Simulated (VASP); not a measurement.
Set up this calculation in VASP 6.6.1, as the native input.

```
Task                   : relaxation of cell and atoms
Functional             : PBEsol
Potentials or basis    : VASP PAW PBE potentials, release 64 (Si)
Cutoff                 : 600 eV
k mesh                 : 16 × 16 × 16
Occupations            : methfessel-paxton, width 0.1 eV
Spin                   : no spin polarisation
Target pressure        : 15.8 GPa
Further INCAR settings : ALGO = Normal; EDIFF = 1e-06; IBRION = 2; EDIFFG = -0.01; NSW = 90; ISIF = 3
Target pressure        : 15.8 GPa
```

The structure of Si lies in POSCAR:

```
Si
1.0
   -2.2510000000      2.3685000000      1.2750000000
    2.2510000000     -2.3685000000      1.2750000000
    2.2510000000      2.3685000000     -1.2750000000
Si
2
Direct
    0.8070000000      0.0570000000      0.7500000000
    0.1930000000      0.9430000000      0.2500000000
```

This isn't the form of Si at room conditions, which is diamond.

One way to write it, as run:

INCAR

```
PREC     = Accurate       # precision mode
ENCUT    = 600            # plane-wave cutoff, eV
EDIFF    = 1E-6           # SCF threshold, eV
ISMEAR   = 1              # smearing method
SIGMA    = 0.1            # smearing width, eV
LREAL    = F              # projectors in reciprocal space
LASPH    = T              # aspherical terms in the spheres
NELM     = 80             # most SCF steps
ALGO     = Normal         # electronic algorithm
ISIF     = 3              # what is computed and relaxed
LWAVE    = F              # write WAVECAR
LCHARG   = F              # write CHGCAR
GGA      = PS             # functional
IBRION   = 2              # ionic algorithm
NSW      = 90             # ionic steps
EDIFFG   = -0.01          # ionic threshold
PSTRESS  = 158.0
```

KPOINTS

```
regular mesh
0
Gamma
  16 16 16
```

Potentials or basis: VASP PAW PBE potentials, release 64 (Si).

Command:

```bash
$ cat potpaw_PBE.64/Si/POTCAR > POTCAR
$ mpirun -np 1 vasp_std > vasp.out
```

It gave:

```yaml
Relaxed_volume: 13.27 Å³/atom
Relaxed_cell: a = 3.476 Å, b = 3.476 Å, c = 3.476 Å, α = 102.43°, β = 93.05°, γ = 137.01°
Space_group_after_relaxing_to_0.05_Å: P6/mmm (No. 191)
Energy_change_on_relaxing_the_enthalpy_is_what_falls: +23.5 meV/atom
Ionic_steps: 28
Pressure_after_relaxing: 15.8 GPa
Largest_force_after_relaxing: 0.006 eV/Å
Band_gap_on_the_k_mesh: none (metal or under the smearing width)
```

Caveat: the cell is relaxed towards a set pressure, so the enthalpy falls and the energy may rise; the PAW data sets were made with another functional, which shifts forces and pressure a little.

It took 13 min on 1 thread of AMD EPYC 9R45 96-Core Processor (Zen 5) (shared host), peak memory 0.24 GiB.
